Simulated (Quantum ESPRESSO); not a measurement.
# Ti (P6_3/mmc) in Quantum ESPRESSO: a series of runs

Runs on Ti. Level: LDA. Tasks: single point, equation of state.

Program: Quantum ESPRESSO 7.5. These are calculated values, not measurements. Logs are shortened: lines on timing, memory, paths and dates and some standing lists are left out, and cuts for length are marked.

### Step 1. The structure

Symmetry: P6_3/mmc, No. 194, hexagonal system. The conventional cell has a = 2.950 Å, b = 2.950 Å, c = 4.680 Å, α = 90.00°, β = 90.00°, γ = 120.00°. Around Ti (site symmetry -6m2) lie 12 Ti at 2.89 to 2.95 Å.

### Step 2. Single point, LDA, 16.58 Å³/atom

pw.in reads:

```
&CONTROL
  calculation = 'scf'
  prefix = 'pwscf'
  outdir = './tmp'
  pseudo_dir = './pseudo'
  tprnfor = .true.
  tstress = .true.
  disk_io = 'nowf'
/
&SYSTEM
  ibrav = 0
  nat = 2
  ntyp = 1
  ecutwfc = 84
  nbnd = 19
  occupations = 'smearing'
  smearing = 'fd'
  degauss = 0.00367493
/
&ELECTRONS
  conv_thr = 4d-10
  electron_maxstep = 120
  mixing_beta = 0.5
/
ATOMIC_SPECIES
Ti    47.8670 Ti.upf
CELL_PARAMETERS angstrom
   2.8897790207    0.0000000000    0.0000000000
  -1.4448895104    2.5026220433    0.0000000000
   0.0000000000    0.0000000000    4.5844629888
ATOMIC_POSITIONS crystal
Ti     0.6666666667    0.3333333333    0.7500000000
Ti     0.3333333333    0.6666666667    0.2500000000
K_POINTS automatic
10 10 6 0 0 0
```

Potentials or basis: PseudoDojo 0.4.1 SR LDA standard.

Launch:

```bash
$ OMP_NUM_THREADS=1 pw.x -in pw.in > pw.out
```

pw.out:

```text
This program is part of the open-source Quantum ESPRESSO suite
     for quantum simulation of materials; please cite
[... 6 lines left out ...]
     using ibrav=0 with symmetry is DISCOURAGED, use correct ibrav instead

     G-vector sticks info
     --------------------
     sticks:   dense  smooth     PW     G-vecs:    dense   smooth      PW
     Sum         685     685    199                23235    23235    3729

     Using Slab Decomposition

     bravais-lattice index     =            0
     lattice parameter (alat)  =       5.4609  a.u.
     unit-cell volume          =     223.7407 (a.u.)^3
     number of atoms/cell      =            2
     number of atomic types    =            1
     number of electrons       =        24.00
     number of Kohn-Sham states=           19
     kinetic-energy cutoff     =      84.0000  Ry
     charge density cutoff     =     336.0000  Ry
     scf convergence threshold =      4.0E-10
     mixing beta               =       0.5000
     number of iterations used =            8  plain     mixing
     Exchange-correlation= SLA  PW   NOGX NOGC
                           (   1   4   0   0   0   0   0)

     celldm(1)=   5.460891  celldm(2)=   0.000000  celldm(3)=   0.000000
     celldm(4)=   0.000000  celldm(5)=   0.000000  celldm(6)=   0.000000

     crystal axes: (cart. coord. in units of alat)
               a(1) = (   1.000000   0.000000   0.000000 )
               a(2) = (  -0.500000   0.866025   0.000000 )
               a(3) = (   0.000000   0.000000   1.586441 )

     reciprocal axes: (cart. coord. in units 2 pi/alat)
               b(1) = (  1.000000  0.577350 -0.000000 )
               b(2) = (  0.000000  1.154701  0.000000 )
               b(3) = (  0.000000 -0.000000  0.630342 )

     PseudoPot. # 1 for Ti read from file:
     Ti.upf
     Pseudo is Norm-conserving + core correction, Zval = 12.0
     Generated using ONCVPSP code by D. R. Hamann
     Using radial grid of 1568 points,  6 beta functions with:
                l(1) =   0
                l(2) =   0
                l(3) =   1
                l(4) =   1
                l(5) =   2
                l(6) =   2

     atomic species   valence    mass     pseudopotential
     Ti               12.00    47.86700     Ti( 1.00)

     24 Sym. Ops., with inversion, found (12 have fractional translation)

   Cartesian axes

     site n.     atom                  positions (alat units)
         1        Ti     tau(   1) = (   0.5000000   0.2886751   1.1898305  )
         2        Ti     tau(   2) = (  -0.0000000   0.5773503   0.3966102  )

     number of k points=    56  Fermi-Dirac smearing, width (Ry)=  0.0037
                       cart. coord. in units 2pi/alat
        k(    1) = (   0.0000000   0.0000000   0.0000000), wk =   0.0033333
        k(    2) = (   0.0000000   0.0000000   0.1050570), wk =   0.0066667
        k(    3) = (   0.0000000   0.0000000   0.2101140), wk =   0.0066667
        k(    4) = (   0.0000000   0.0000000  -0.3151709), wk =   0.0033333
        k(    5) = (   0.0000000   0.1154701   0.0000000), wk =   0.0200000
        k(    6) = (   0.0000000   0.1154701   0.1050570), wk =   0.0400000
[... 48 lines left out ...]
        k(   55) = (   0.3000000   0.5196152   0.2101140), wk =   0.0400000
        k(   56) = (   0.3000000   0.5196152  -0.3151709), wk =   0.0200000

     Dense  grid:    23235 G-vectors     FFT dimensions: (  32,  32,  54)

     Initial potential from superposition of free atoms

     starting charge      23.9973, renormalised to      24.0000
     Starting wfcs are   20 randomized atomic wfcs

     Self-consistent Calculation

     iteration #  1     ecut=    84.00 Ry     beta= 0.50
     Davidson diagonalization with overlap
     ethr =  1.00E-02,  avg # of iterations =  3.0

     Threshold (ethr) on eigenvalues was too large:
     Diagonalizing with lowered threshold

     Davidson diagonalization with overlap
     ethr =  1.73E-04,  avg # of iterations =  4.0

     total energy              =    -237.36554568 Ry
     estimated scf accuracy    <       0.07169395 Ry

     iteration #  2     ecut=    84.00 Ry     beta= 0.50
     Davidson diagonalization with overlap
     ethr =  2.99E-04,  avg # of iterations =  2.1

     total energy              =    -237.38151269 Ry
     estimated scf accuracy    <       0.00215605 Ry

     iteration #  3     ecut=    84.00 Ry     beta= 0.50
     Davidson diagonalization with overlap
     ethr =  8.98E-06,  avg # of iterations =  3.9

     total energy              =    -237.38171631 Ry
     estimated scf accuracy    <       0.00043926 Ry

     iteration #  4     ecut=    84.00 Ry     beta= 0.50
     Davidson diagonalization with overlap
     ethr =  1.83E-06,  avg # of iterations =  2.3

     total energy              =    -237.38176463 Ry
     estimated scf accuracy    <       0.00010253 Ry

     iteration #  5     ecut=    84.00 Ry     beta= 0.50
     Davidson diagonalization with overlap
     ethr =  4.27E-07,  avg # of iterations =  2.5
[... 8 lines left out ...]
     total energy              =    -237.38180081 Ry
     estimated scf accuracy    <       0.00000053 Ry

     iteration #  7     ecut=    84.00 Ry     beta= 0.50
     Davidson diagonalization with overlap
     ethr =  2.20E-09,  avg # of iterations =  4.7

     total energy              =    -237.38180123 Ry
     estimated scf accuracy    <       0.00000059 Ry

     iteration #  8     ecut=    84.00 Ry     beta= 0.50
     Davidson diagonalization with overlap
     ethr =  2.20E-09,  avg # of iterations =  2.0

     total energy              =    -237.38180128 Ry
     estimated scf accuracy    <       0.00000004 Ry

     iteration #  9     ecut=    84.00 Ry     beta= 0.50
     Davidson diagonalization with overlap
     ethr =  1.56E-10,  avg # of iterations =  3.8

     End of self-consistent calculation

          k = 0.0000 0.0000 0.0000 (  2863 PWs)   bands (ev):

   -42.3245 -42.1505 -19.3071 -18.5404 -18.5404 -18.4584 -18.4215 -18.4215
     7.6238  11.0503  14.6245  14.6245  14.7450  14.8239  15.1580  15.1580
    15.5264  15.5264  17.1711

          k = 0.0000 0.0000 0.1051 (  2875 PWs)   bands (ev):

   -42.3130 -42.1624 -19.2525 -18.5324 -18.5324 -18.5178 -18.4295 -18.4295
     7.8672  10.9510  14.4196  14.5227  14.5227  14.6107  15.0272  15.0272
    15.7882  15.7882  17.1813

          k = 0.0000 0.0000 0.2101 (  2893 PWs)   bands (ev):

   -42.2815 -42.1946 -19.1020 -18.6781 -18.5108 -18.5108 -18.4513 -18.4513
     8.5535  10.4681  13.9019  14.2727  14.4408  14.4408  14.7541  14.7541
    16.3030  16.3030  17.0984

          k = 0.0000 0.0000-0.3152 (  2858 PWs)   bands (ev):

   -42.2382 -42.2382 -18.8925 -18.8925 -18.4811 -18.4811 -18.4811 -18.4811
     9.5316   9.5316  13.9261  13.9261  14.5233  14.5233  14.5233  14.5233
    16.7935  16.7935  16.7935

          k = 0.0000 0.1155 0.0000 (  2879 PWs)   bands (ev):

   -42.3120 -42.1456 -19.2809 -18.5944 -18.5582 -18.4775 -18.4694 -18.4285
     7.9160  11.2797  14.1860  14.2551  14.8363  14.9800  15.1067  15.3466
    15.3649  15.3677  17.2566
[... 69 lines left out ...]
   -42.1923 -42.1162 -19.0598 -18.9944 -18.9173 -18.6967 -18.6262 -18.4986
    10.9323  11.8087  12.0365  13.2657  14.3925  14.5772  14.9101  17.0846
    17.3038  17.4142  17.6049

          k = 0.0000 0.4619 0.1051 (  2919 PWs)   bands (ev):

   -42.1872 -42.1213 -19.1282 -18.9787 -18.8806 -18.6836 -18.6086 -18.5120
    10.8902  11.7496  12.3042  13.1165  14.5418  14.7036  14.9530  17.0433
    17.1185  17.3209  17.5512

          k = 0.0000 0.4619 0.2101 (  2915 PWs)   bands (ev):

   -42.1733 -42.1352 -19.1678 -19.0705 -18.7518 -18.6478 -18.6026 -18.5487
    10.9275  11.5348  12.6516  13.1686  14.6372  14.9723  15.1979  16.3873
    17.2056  17.2447  17.4506

          k = 0.0000 0.4619-0.3152 (  2914 PWs)   bands (ev):

   -42.1543 -42.1543 -19.1453 -19.1453 -18.6503 -18.6503 -18.5984 -18.5984
    11.1696  11.1696  13.0260  13.0260  14.9517  14.9517  15.6260  15.6260
    17.3268  17.3269  17.7001

          k = 0.0000-0.5774 0.0000 (  2922 PWs)   bands (ev):

   -42.1736 -42.1172 -19.1149 -18.9660 -18.9386 -18.7121 -18.6667 -18.5075
    11.4648  11.5427  11.8642  13.3405  14.3012  14.4968  15.0791  17.4006
    17.6248  17.6497  18.5182

          k = 0.0000-0.5774 0.1051 (  2924 PWs)   bands (ev):

   -42.1698 -42.1209 -19.1630 -19.0198 -18.8612 -18.6986 -18.6399 -18.5214
    11.1628  11.5794  12.3974  12.9487  14.4623  14.9535  15.0273  17.2295
    17.4822  17.6363  18.2034

          k = 0.0000-0.5774 0.2101 (  2906 PWs)   bands (ev):

   -42.1595 -42.1312 -19.2046 -19.1168 -18.7403 -18.6616 -18.6176 -18.5593
    11.0242  11.4815  12.7178  12.9949  14.8578  14.9285  15.6635  16.4895
    17.4981  17.5994  17.6294

          k = 0.0000-0.5774-0.3152 (  2916 PWs)   bands (ev):

   -42.1453 -42.1453 -19.1884 -19.1884 -18.6501 -18.6501 -18.6107 -18.6107
    11.1777  11.1777  12.9624  12.9624  15.3620  15.3620  15.6430  15.6430
    17.5483  17.5483  17.8920

          k = 0.1000 0.1732 0.0000 (  2892 PWs)   bands (ev):

   -42.2889 -42.1371 -19.2311 -18.6787 -18.6283 -18.5425 -18.4917 -18.4515
     8.4723  11.6758  13.5804  13.7238  14.7786  14.9385  15.2700  15.3308
    15.3413  15.7699  17.3463

          k = 0.1000 0.1732 0.1051 (  2893 PWs)   bands (ev):

   -42.2788 -42.1474 -19.1911 -18.6636 -18.6488 -18.5747 -18.4874 -18.4613
     8.6904  11.6171  13.2985  13.7748  14.6237  14.8540  14.9720  15.4219
    15.7334  15.8803  17.3108

          k = 0.1000 0.1732 0.2101 (  2903 PWs)   bands (ev):

   -42.2513 -42.1754 -19.0804 -18.7645 -18.6233 -18.5694 -18.5079 -18.4873
     9.3096  11.1390  13.1321  13.8831  14.1629  14.6860  14.8824  15.2100
    16.2338  16.3925  17.1298

          k = 0.1000 0.1732-0.3152 (  2914 PWs)   bands (ev):

   -42.2135 -42.2135 -18.9255 -18.9255 -18.5746 -18.5746 -18.5179 -18.5179
    10.2128  10.2128  13.4778  13.4778  14.3321  14.3321  14.9809  14.9809
    16.7429  16.7429  17.0452

          k = 0.1000 0.2887 0.0000 (  2911 PWs)   bands (ev):
[... 145 lines left out ...]
   -42.1465 -42.1245 -19.0117 -18.9005 -18.8468 -18.8391 -18.7409 -18.7062
    12.0139  12.2655  12.4921  12.5489  13.9793  14.2102  15.3375  16.8784
    17.3181  17.3339  19.5295

          k = 0.3000 0.5196 0.1051 (  2920 PWs)   bands (ev):

   -42.1450 -42.1260 -19.0117 -18.9961 -18.9056 -18.7588 -18.7067 -18.6640
    12.0589  12.2925  12.5257  12.6696  13.9739  14.0434  15.3100  16.8539
    16.9765  17.3746  19.7276

          k = 0.3000 0.5196 0.2101 (  2919 PWs)   bands (ev):

   -42.1409 -42.1299 -19.0747 -19.0572 -18.9070 -18.7847 -18.6252 -18.5896
    12.1588  12.2910  12.7112  12.9536  13.7095  13.8857  15.3163  16.1443
    17.0526  17.3969  20.0562

          k = 0.3000 0.5196-0.3152 (  2922 PWs)   bands (ev):

   -42.1354 -42.1354 -19.0950 -19.0950 -18.8486 -18.8486 -18.5744 -18.5744
    12.2447  12.2447  12.9889  12.9889  13.6664  13.6664  15.5577  15.5577
    17.2540  17.2540  20.4426

     the Fermi energy is    13.8371 ev

!    total energy              =    -237.38180129 Ry
     estimated scf accuracy    <          2.4E-10 Ry
     smearing contrib. (-TS)   =      -0.00143610 Ry
     internal energy E=F+TS    =    -237.38036519 Ry

     The total energy is F=E-TS. E is the sum of the following terms:
     one-electron contribution =     -77.38526559 Ry
     hartree contribution      =      47.17689292 Ry
     xc contribution           =     -34.56636195 Ry
     ewald contribution        =    -172.60563057 Ry

     convergence has been achieved in   9 iterations

     Forces acting on atoms (cartesian axes, Ry/au):

     atom    1 type  1   force =     0.00000000    0.00000000    0.00000000
     atom    2 type  1   force =     0.00000000    0.00000000    0.00000000

     Total force =     0.000000     Total SCF correction =     0.000000

     Computing stress (Cartesian axis) and pressure

          total   stress  (Ry/bohr**3)                   (kbar)     P=      -34.12
  -0.00021529  -0.00000000  -0.00000000          -31.67       -0.00       -0.00
  -0.00000000  -0.00021529  -0.00000000           -0.00      -31.67       -0.00
   0.00000000  -0.00000000  -0.00026515            0.00       -0.00      -39.01

=------------------------------------------------------------------------------=
   JOB DONE.
=------------------------------------------------------------------------------=
```

Run time: 37 s. Hardware: 1 thread of Arm Neoverse V1, shared host; peak memory 0.09 GiB.

Results:

| Property | Result |
| --- | --- |
| Free energy | -3229.7439 eV |
| Pressure | -3.4 GPa |
| Band gap on the k mesh | none (metal or under the smearing width) |

### Step 3. Single point, LDA, 16.93 Å³/atom

Edit pw.in of step 2 so:

```diff
@@ -27,5 +27,5 @@
 CELL_PARAMETERS angstrom
-   2.8897790207    0.0000000000    0.0000000000
-  -1.4448895104    2.5026220433    0.0000000000
-   0.0000000000    0.0000000000    4.5844629888
+   2.9101302477    0.0000000000    0.0000000000
+  -1.4550651239    2.5202467229    0.0000000000
+   0.0000000000    0.0000000000    4.6167490031
 ATOMIC_POSITIONS crystal
```

Potentials or basis: PseudoDojo 0.4.1 SR LDA standard.

Launch:

```bash
$ OMP_NUM_THREADS=1 pw.x -in pw.in > pw.out
```

Run time: 53 s. Hardware: 1 thread of Arm Neoverse V1, shared host; peak memory 0.09 GiB.

It converged, with:

```yaml
Free_energy: -3229.7238 eV
Pressure: -5.7 GPa
Band_gap_on_the_k_mesh: none (metal or under the smearing width)
```

### Step 4. Single point, LDA, 17.28 Å³/atom

Edit pw.in of step 3 so:

```diff
@@ -27,5 +27,5 @@
 CELL_PARAMETERS angstrom
-   2.9101302477    0.0000000000    0.0000000000
-  -1.4550651239    2.5202467229    0.0000000000
-   0.0000000000    0.0000000000    4.6167490031
+   2.9302007457    0.0000000000    0.0000000000
+  -1.4651003729    2.5376282840    0.0000000000
+   0.0000000000    0.0000000000    4.6485896576
 ATOMIC_POSITIONS crystal
```

Launch:

```bash
$ OMP_NUM_THREADS=1 pw.x -in pw.in > pw.out
```

It took 54 s on 1 thread of Arm Neoverse V1, shared host; peak memory 0.09 GiB.

It converged, with:

| Property | Result |
| --- | --- |
| Free energy | -3229.6941 eV |
| Pressure | -7.8 GPa |
| Band gap on the k mesh | none (metal or under the smearing width) |

### Step 5. Single point, LDA, 17.64 Å³/atom

Edit pw.in of step 4 so:

```diff
@@ -27,5 +27,5 @@
 CELL_PARAMETERS angstrom
-   2.9302007457    0.0000000000    0.0000000000
-  -1.4651003729    2.5376282840    0.0000000000
-   0.0000000000    0.0000000000    4.6485896576
+   2.9500000000    0.0000000000    0.0000000000
+  -1.4750000000    2.5547749412    0.0000000000
+   0.0000000000    0.0000000000    4.6800000000
 ATOMIC_POSITIONS crystal
```

Launch:

```bash
$ OMP_NUM_THREADS=1 pw.x -in pw.in > pw.out
```

Run time: 49 s. Hardware: 1 thread of Arm Neoverse V1, shared host; peak memory 0.1 GiB.

The run converged. Its results:

- Free energy: -3229.6555 eV
- Pressure: -9.7 GPa
- Band gap on the k mesh: none (metal or under the smearing width)

### Step 6. Single point, LDA, 17.99 Å³/atom

Edit pw.in of step 5 so:

```diff
@@ -27,5 +27,5 @@
 CELL_PARAMETERS angstrom
-   2.9500000000    0.0000000000    0.0000000000
-  -1.4750000000    2.5547749412    0.0000000000
-   0.0000000000    0.0000000000    4.6800000000
+   2.9695369932    0.0000000000    0.0000000000
+  -1.4847684966    2.5716944736    0.0000000000
+   0.0000000000    0.0000000000    4.7109942807
 ATOMIC_POSITIONS crystal
```

Potentials or basis: PseudoDojo 0.4.1 SR LDA standard.

Launch:

```bash
$ OMP_NUM_THREADS=1 pw.x -in pw.in > pw.out
```

Run time: 55 s. Hardware: 1 thread of Arm Neoverse V1, shared host; peak memory 0.1 GiB.

Results (log left out):

- Free energy: -3229.6091 eV
- Pressure: -11.4 GPa
- Band gap on the k mesh: none (metal or under the smearing width)

### Step 7. Single point, LDA, 18.34 Å³/atom

Edit pw.in of step 6 so:

```diff
@@ -27,5 +27,5 @@
 CELL_PARAMETERS angstrom
-   2.9695369932    0.0000000000    0.0000000000
-  -1.4847684966    2.5716944736    0.0000000000
-   0.0000000000    0.0000000000    4.7109942807
+   2.9888202413    0.0000000000    0.0000000000
+  -1.4944101206    2.5883942563    0.0000000000
+   0.0000000000    0.0000000000    4.7415860099
 ATOMIC_POSITIONS crystal
```

Launch:

```bash
$ OMP_NUM_THREADS=1 pw.x -in pw.in > pw.out
```

It took 55 s on 1 thread of Arm Neoverse V1, shared host; peak memory 0.1 GiB.

It converged, with:

```
Free energy            : -3229.5554 eV
Pressure               : -12.9 GPa
Band gap on the k mesh : none (metal or under the smearing width)
```

### Step 8. Single point, LDA, 18.69 Å³/atom

Edit pw.in of step 7 so:

```diff
@@ -27,5 +27,5 @@
 CELL_PARAMETERS angstrom
-   2.9888202413    0.0000000000    0.0000000000
-  -1.4944101206    2.5883942563    0.0000000000
-   0.0000000000    0.0000000000    4.7415860099
+   3.0078578261    0.0000000000    0.0000000000
+  -1.5039289131    2.6048812885    0.0000000000
+   0.0000000000    0.0000000000    4.7717880089
 ATOMIC_POSITIONS crystal
```

Launch:

```bash
$ OMP_NUM_THREADS=1 pw.x -in pw.in > pw.out
```

Wall time 65 s (1 thread of Arm Neoverse V1, shared host); peak memory 0.1 GiB.

The run converged. Its results:

* Free energy: -3229.4953 eV
* Pressure: -14.4 GPa
* Band gap on the k mesh: none (metal or under the smearing width)

### Step 9. Equation of state, LDA

Potentials or basis: PseudoDojo 0.4.1 SR LDA standard.

No new run: the results of the series are fitted here.

Results:

- Equilibrium volume: 16.11 Å³/atom (rough: see the caveat)
- Bulk modulus at fixed shape and positions: 126 GPa (rough)

Energy against volume, from the lowest point:
```
volume (Å³/atom)  energy (meV/atom)
          16.577               0.00
          16.930              10.06
          17.283              24.94
          17.636              44.20
          17.988              67.43
          18.341              94.26
          18.694             124.34
```

Caveat: the minimum lies outside the volumes run; the cell was scaled at fixed shape and fractional positions, which overstates the stiffness of a crystal with free parameters, most of all of layers and chains.
